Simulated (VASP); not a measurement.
# SiC, relaxation of the cell: which settings are enough?

SiC, F-43m (no. 216), 2 atoms in the cell. Rev-vdW-DF2; PAW potentials Si, C (PBE set). VASP 6.6.1. The cell is changed on purpose: volume scaled by 1.06.

Wanted: cell volume within 0.05 %; lattice lengths within 0.03 %; shortest distances from each atom, periodic images included within 0.002 Å.

What the run is for: cell; Accuracy asked: tight.

The series start from Plane-wave cutoff (eV): 600; k-point mesh: 7 × 7 × 7; Relaxation passes: 2; Ionic threshold (EDIFFG): -0.005; Electronic threshold (eV): 1e-6; Precision mode (PREC): Accurate; Relaxation algorithm: IBRION=2 POTIM=0.5. Each series keeps the choices made before it, and each single choice may use up half of a tolerance. Times cover all steps of a run.

## Plane-wave cutoff (eV)

| Plane-wave cutoff (eV) | Cell volume (Å³) | Lattice lengths, largest deviation against the largest value | Shortest distances from each atom, periodic images included, largest deviation (Å) | Time (s) |
|---|---|---|---|---|
| 400 | 20.78 | 0.17 % | 0.0032 | 92 |
| 460 | 20.89 | 0.0042 % | 0.0001 | 123 |
| 520 | 20.9 | 0.023 % | 0.0004 | 102 |
| 600 | 20.89 | 0.00097 % | 0.0000 | 156 |
| 700 | 20.89 | 0.0023 % | 0.0001 | 163 |
| 840 (reference) | 20.89 | 0 % | 0.0000 | 242 |

Chosen: 600, the loosest value from which every tighter one stays within half of the tolerance.

## k-point mesh

| k-point mesh | Cell volume (Å³) | Lattice lengths, largest deviation against the largest value | Shortest distances from each atom, periodic images included, largest deviation (Å) | Time (s) |
|---|---|---|---|---|
| 4 × 4 × 4 | 20.92 | 0.053 % | 0.0010 | 151 |
| 5 × 5 × 5 | 20.9 | 0.016 % | 0.0003 | 158 |
| 6 × 6 × 6 | 20.89 | 0.0052 % | 0.0001 | 162 |
| 7 × 7 × 7 | 20.89 | 0.0016 % | 0.0000 | 156 |
| 9 × 9 × 9 | 20.89 | 0.00032 % | 0.0000 | 174 |
| 11 × 11 × 11 (reference) | 20.89 | 0 % | 0.0000 | 190 |

Chosen: 6 × 6 × 6.

## Relaxation passes

| Relaxation passes | Cell volume (Å³) | Lattice lengths, largest deviation against the largest value | Shortest distances from each atom, periodic images included, largest deviation (Å) | Time (s) |
|---|---|---|---|---|
| 1 | 20.89 | 0 % | 0.0000 | 129 |
| 2 | 20.89 | 0 % | 0.0000 | 162 |
| 3 (reference) | 20.89 | 0 % | 0.0000 | 193 |

Chosen: 1.

## Ionic threshold (EDIFFG)

| Ionic threshold (EDIFFG) | Cell volume (Å³) | Lattice lengths, largest deviation against the largest value | Shortest distances from each atom, periodic images included, largest deviation (Å) | Time (s) |
|---|---|---|---|---|
| -0.05 | 20.89 | 0.011 % | 0.0002 | 143 |
| -0.02 | 20.89 | 0.011 % | 0.0002 | 140 |
| -0.01 | 20.89 | 0.011 % | 0.0002 | 140 |
| -0.005 | 20.89 | 0.011 % | 0.0002 | 129 |
| -0.002 (reference) | 20.88 | 0 % | 0.0000 | 186 |

Chosen: -0.002; the next looser run is off by more than half of the tolerance, so convergence isn't shown beyond this value.

## Electronic threshold (eV)

| Electronic threshold (eV) | Cell volume (Å³) | Lattice lengths, largest deviation against the largest value | Shortest distances from each atom, periodic images included, largest deviation (Å) | Time (s) |
|---|---|---|---|---|
| 0.0001 | 20.88 | 0.00097 % | 0.0000 | 154 |
| 1e-5 | 20.88 | 0.00097 % | 0.0000 | 164 |
| 1e-6 | 20.88 | 0.00097 % | 0.0000 | 186 |
| 1e-7 (reference) | 20.88 | 0 % | 0.0000 | 203 |

Chosen: 0.0001.

## Precision mode (PREC)

| Precision mode (PREC) | Cell volume (Å³) | Lattice lengths, largest deviation against the largest value | Shortest distances from each atom, periodic images included, largest deviation (Å) | Time (s) |
|---|---|---|---|---|
| Normal | 20.88 | 0.00032 % | 0.0000 | 60 |
| Accurate (reference) | 20.88 | 0 % | 0.0000 | 154 |

Chosen: Normal.

## Relaxation algorithm

| Relaxation algorithm | Cell volume (Å³) | Lattice lengths, largest deviation against the largest value | Shortest distances from each atom, periodic images included, largest deviation (Å) | Time (s) |
|---|---|---|---|---|
| IBRION=2 POTIM=0.5 | 20.88 | 0 % | 0.0000 | 60 |
| IBRION=2 POTIM=0.2 | 20.88 | 0.00065 % | 0.0000 | 151 |
| IBRION=1 POTIM=0.5 | 20.88 | 0.0013 % | 0.0000 | 48 |
| IBRION=1 POTIM=0.2 | 20.88 | 0.00065 % | 0.0000 | 46 |

Chosen: IBRION=1 POTIM=0.2; it saves 13.9 s of 60, so IBRION=2 POTIM=0.5 would do nearly as well.

## All choices together

| Input | Cell volume (Å³) | Lattice lengths, largest deviation against the largest value | Shortest distances from each atom, periodic images included, largest deviation (Å) | Time (s) |
|---|---|---|---|---|
| the program's defaults (naive) | 20.79 | 0.16 % | 0.0030 | 24 |
| chosen settings | 20.88 | 0.0071 % | 0.0001 | 46 |
| reference settings throughout | 20.89 | 0 % | 0.0000 | 461 |

The chosen settings stay within the tolerance of the reference run, but the reference itself isn't shown to be converged in: Ionic threshold (EDIFFG).

Values of the reference run: Lattice lengths: 3.091, 3.091, 3.091 Å; Shortest distances from each atom, periodic images included: 1.893, 1.893, 1.893, 1.893, 1.893, 1.893, 1.893, 1.893 Å.

## The input

INCAR.step1:
```
SYSTEM = SiC
GGA = MK
LUSE_VDW = .TRUE.
AGGAC = 0.0
PARAM1 = 0.1234
PARAM2 = 0.711357
ZAB_VDW = -1.8867
ISMEAR = 0
SIGMA = 0.03
LWAVE = .FALSE.
LCHARG = .FALSE.
NSW = 80
PREC = Normal
LASPH = .TRUE.
LREAL = .FALSE.
ALGO = Normal
EDIFF = 1E-4
NELM = 120
GGA_COMPAT = .FALSE.
IBRION = 1
ISIF = 3
EDIFFG = -0.002
NELMIN = 4
ENCUT = 600
EFERMI = MIDGAP
POTIM = 0.2
```

INCAR.step2, as INCAR.step1 but for:
```
- NSW = 80
- IBRION = 1
- ISIF = 3
- EDIFFG = -0.002
- NELMIN = 4
- POTIM = 0.2
+ ISIF = 2
```

KPOINTS:
```
Automatic mesh
0
Gamma
  6 6 6
  0 0 0
```

POSCAR.step1:
```
SiC
1.0
    0.0000000000      2.2217363401      2.2217363401
    2.2217363401      0.0000000000      2.2217363401
    2.2217363401      2.2217363401      0.0000000000
Si C
1 1
Direct
    0.0000000000      0.0000000000      0.0000000000
    0.7500000000      0.7500000000      0.7500000000
```

Commands (each step's output is kept before the next begins):
```
cat potpaw_PBE.64/Si/POTCAR potpaw_PBE.64/C/POTCAR > POTCAR
cp INCAR.step1 INCAR
cp POSCAR.step1 POSCAR
mpirun -np 1 vasp_std > vasp.out
cp CONTCAR POSCAR
cp INCAR.step2 INCAR
mpirun -np 1 vasp_std > vasp.out
```

The chosen input took VASP 6.6.1 46 s on 1 core (Intel Xeon Platinum 8259CL @ 2.50GHz (Skylake/Cascade Lake)), a shared host.

## An input that fails: too few ionic steps

It gives no converged result.

Changes against the starting input:
```
- NSW = 80
- NELM = 120
+ NSW = 2
+ NELM = 69
```
